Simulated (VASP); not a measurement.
# AlN (F-43m) in VASP: single point with PBE0

Aim: the single point of AlN with PBE0.

All numbers are computed with VASP 6.6.1; they aren't measurements. Logs are shortened: lines on timing, memory, paths and dates and some standing lists are left out, and cuts for length are marked.

### 1 Starting point

Symmetry: F-43m, No. 216, cubic system. The conventional cell has a = 4.377 Å, b = 4.377 Å, c = 4.377 Å, α = 90.00°, β = 90.00°, γ = 90.00°. Around Al (site symmetry -43m) lie 4 N at 1.90 Å. N (site symmetry -43m) has 4 Al at 1.90 Å as nearest neighbours.

Measurements of this composition are mostly on another form, of space group No. 186.

### 2 Single point, PBE0

Input file POSCAR:

```
AlN
1.0
    0.0000000000      2.1882900000      2.1882900000
    2.1882900000      0.0000000000      2.1882900000
    2.1882900000      2.1882900000      0.0000000000
Al N
1 1
Direct
    0.0000000000      0.0000000000      0.0000000000
    0.2500000000      0.2500000000      0.2500000000
```

Input file INCAR.step1:

```
SYSTEM = AlN
  PREC = Accurate
  ENCUT = 520
  EDIFF = 1E-5
  ISMEAR = 0
  SIGMA = 0.02
  LREAL = .FALSE.
  LASPH = .TRUE.
  NELM = 100
  ALGO = Normal
  ISIF = 2
  LWAVE = .TRUE.
  NBANDS = 11
  GGA = PE
```

Input file INCAR.step2:

```
SYSTEM = AlN
  PREC = Accurate
  ENCUT = 520
  EDIFF = 1E-7
  ISMEAR = 0
  SIGMA = 0.02
  LREAL = .FALSE.
  LASPH = .TRUE.
  NELM = 100
  ALGO = Normal
  ISIF = 2
  LWAVE = .FALSE.
  LCHARG = .TRUE.
  GGA = PE
  LHFCALC = .TRUE.
  AEXX = 0.25
  PRECFOCK = Fast
  HFRCUT = -1
  LELF = .TRUE.
  LVHAR = .TRUE.
  NBANDS = 11
  ISTART = 1
```

Input file KPOINTS:

```
regular mesh
0
G
  6 6 6
  0 0 0
```

Potentials or basis: VASP PAW PBE potentials, release 64 (Al, N).

Run with:

```
$ cat potpaw_PBE.64/Al/POTCAR potpaw_PBE.64/N/POTCAR > POTCAR
$ cp INCAR.step1 INCAR
$ mpirun -np 1 vasp_std > vasp.out
$ cp INCAR.step2 INCAR
$ mpirun -np 1 vasp_std > vasp.out
```

OUTCAR:

```text
SYSTEM = AlN
   PREC = Accurate
   ENCUT = 520
   EDIFF = 1E-7
   ISMEAR = 0
   LREAL = .FALSE.
   LASPH = .TRUE.
   NELM = 100
   ISIF = 2
   GGA = PE
   LHFCALC = .TRUE.
   AEXX = 0.25
   PRECFOCK = Fast
   ISTART = 1

 ion  position               nearest neighbor table
   1  0.000  0.000  0.000-   2 1.90   2 1.90   2 1.90   2 1.90
   2  0.250  0.250  0.250-   1 1.90   1 1.90   1 1.90   1 1.90

  LATTYP: Found a face centered cubic cell.
 ALAT       =     4.3765800000

  Lattice vectors:

 A1 = (   0.0000000000,   2.1882900000,   2.1882900000)
 A2 = (   2.1882900000,   0.0000000000,   2.1882900000)
 A3 = (   2.1882900000,   2.1882900000,   0.0000000000)

Analysis of symmetry for initial positions (statically):
=====================================================================
 Subroutine PRICEL returns:
 Original cell was already a primitive cell.

 Routine SETGRP: Setting up the symmetry group for a
 face centered cubic supercell.

 Subroutine GETGRP returns: Found 24 space group operations
 (whereof 24 operations were pure point group operations)
 out of a pool of 48 trial point group operations.

The static configuration has the point symmetry T_d .

Analysis of symmetry for dynamics (positions and initial velocities):
=====================================================================
 Subroutine PRICEL returns:
 Original cell was already a primitive cell.

 Routine SETGRP: Setting up the symmetry group for a
 face centered cubic supercell.

 Subroutine GETGRP returns: Found 24 space group operations
 (whereof 24 operations were pure point group operations)
 out of a pool of 48 trial point group operations.

The dynamic configuration has the point symmetry T_d .

 Subroutine INISYM returns: Found 24 space group operations
 (whereof 24 operations are pure point group operations),
 and found     1 'primitive' translations

----------------------------------------------------------------------------------------

                                     Primitive cell

  volume of cell :      20.9577

  direct lattice vectors                    reciprocal lattice vectors
     0.000000000  2.188290000  2.188290000    -0.228488911  0.228488911  0.228488911
     2.188290000  0.000000000  2.188290000     0.228488911 -0.228488911  0.228488911
     2.188290000  2.188290000  0.000000000     0.228488911  0.228488911 -0.228488911
[... 90 lines left out ...]
   ISMEAR =     0;   SIGMA  =   0.02  broadening in eV -4-tet -1-fermi 0-gaus
   EFERMI_NEDOS =   21; number of points for ismear=-14 and -15
   IALGO  =     38    algorithm
   IMIX   =      1    mixing-type and parameters
     AMIX     =   0.40;   BMIX     =  1.00
     AMIX_MAG =   1.60;   BMIX_MAG =  1.00
  volume/ion in A,a.u.               =      10.48        70.71
  Fermi-wavevector in a.u.,A,eV,Ry     =   1.187563  2.244168 19.188373  1.410306
  Thomas-Fermi vector in A             =   2.323711
   LORBIT       =      0    0 simple, 1 ext, 2 COOP (PROOUT), +10 PAW based schemes
   GGA     = PE    functional components
   LHFCALC =     T    Hartree Fock is set to
   PRECFOCK=fast      Normal, Fast or Accurate (Low or Medium for compatibility)
   ENCUT4O =  -1.0   cutoff for four orbital integrals eV
   NKREDX  =     1    reduce k-point grid by
   NKREDY  =     1    reduce k-point grid by
   NKREDZ  =     1    reduce k-point grid by
   AEXX    =    0.2500 exact exchange contribution
   HFSCREEN=    0.0000 screening length (either q_TF or 0.3 A-1)
   HFSCREENC=   0.0000 screening length for correlation (either q_TF or 0.3 A-1)
   ENCUTFOCK=  -1.0 apply spherical cutoff to Coloumb kernel
   IVDW    =     0    specifies the selected vdW correction
   LEPSILON=     F    determine dielectric tensor
   LRPA    =     F    only Hartree local field effects (RPA)
 non-spin polarized calculation
 Gauss-broadening in eV      SIGMA  =   0.02
  energy-cutoff  :      520.00
  volume of cell :       20.96
 maximum number of plane-waves:       588
  NGX = 14; NGY = 14; NGZ = 14

 number of electron       8.0000000 magnetization

 Free energy of the ion-electron system (eV)
  ---------------------------------------------------
  ext. energy  EPLUGINS =         0.00000000
  ---------------------------------------------------
  free energy    TOTEN  =       -18.31075712 eV

  energy without entropy =      -18.31075712  energy(sigma->0) =      -18.31075712

 E-fermi :   4.6985     XC(G=0):  -8.5904

 val. band max:        4.6080247603   @ k =   0.0000   0.0000   0.0000
 cond. band min:       9.8924461498   @ k =   0.5000   0.5000   0.0000
 fundamental gap:      5.2844213895
 Fermi energy:         4.6985038515

 k-point     1 :       0.0000    0.0000    0.0000
  band No.  band energies     occupation
      1     -11.8705      2.00000
      2       4.6080      2.00000
      3       4.6080      2.00000
      4       4.6080      2.00000
      5      10.8360      0.00000
      6      19.5694      0.00000
      7      19.5694      0.00000
      8      19.5694      0.00000
      9      24.9434      0.00000
     10      24.9434      0.00000
     11      26.3145      0.00000
[... 197 lines left out ...]
 k-point    16 :      -0.3333    0.5000    0.1667
  band No.  band energies     occupation
      1      -8.9795      2.00000
      2      -0.0999      2.00000
      3       1.5746      2.00000
      4       1.9240      2.00000
      5      11.9344      0.00000
      6      17.2511      0.00000
      7      20.1346      0.00000
      8      20.3512      0.00000
      9      23.9730      0.00000
     10      27.5801      0.00000
     11      32.1667      0.00000

------------------------ aborting loop because EDIFF is reached ----------------------------------------

  FORCE on cell =-STRESS in cart. coord.  units (eV):
  Direction    XX          YY          ZZ          XY          YZ          ZX
  --------------------------------------------------------------------------------------
  -------------------------------------------------------------------------------------
  Total       -0.2326393     -0.2326393     -0.2326393      0.0000000     -0.0000000      0.0000000
  in kB      -17.7848049    -17.7848049    -17.7848049      0.0000000     -0.0000000      0.0000000
  external PRESSURE =     -17.7848049 kB  Pullay stress =       0.0000000 kB

 VOLUME and BASIS-vectors are now :
 -----------------------------------------------------------------------------
  energy-cutoff  :      520.00
  volume of cell :       20.96
      direct lattice vectors                 reciprocal lattice vectors
     0.000000000  2.188290000  2.188290000    -0.228488911  0.228488911  0.228488911
     2.188290000  0.000000000  2.188290000     0.228488911 -0.228488911  0.228488911
     2.188290000  2.188290000  0.000000000     0.228488911  0.228488911 -0.228488911

 POSITION                                       TOTAL-FORCE (eV/Angst)
 -----------------------------------------------------------------------------------
      0.00000      0.00000      0.00000         0.000000      0.000000      0.000000
      1.09414      1.09414      1.09414        -0.000000     -0.000000     -0.000000
 -----------------------------------------------------------------------------------
    total drift:                                0.000002     -0.000000      0.000001

  FREE ENERGIE OF THE ION-ELECTRON SYSTEM (eV)
  ---------------------------------------------------
  free  energy   TOTEN  =       -18.3107571153 eV

  energy  without entropy=      -18.3107571153  energy(sigma->0) =      -18.31075712
```

Wall time 2.6 min (1 thread of AMD EPYC 7R13 (Zen 3), shared host); peak memory 0.11 GiB.

What came out:

```
Free energy            : -18.3108 eV
Pressure               : -1.8 GPa
Band gap on the k mesh : 5.28 eV, indirect (least direct gap 6.23 eV)
```

Caveat: the PAW data sets were made with another functional, which shifts forces and pressure a little.
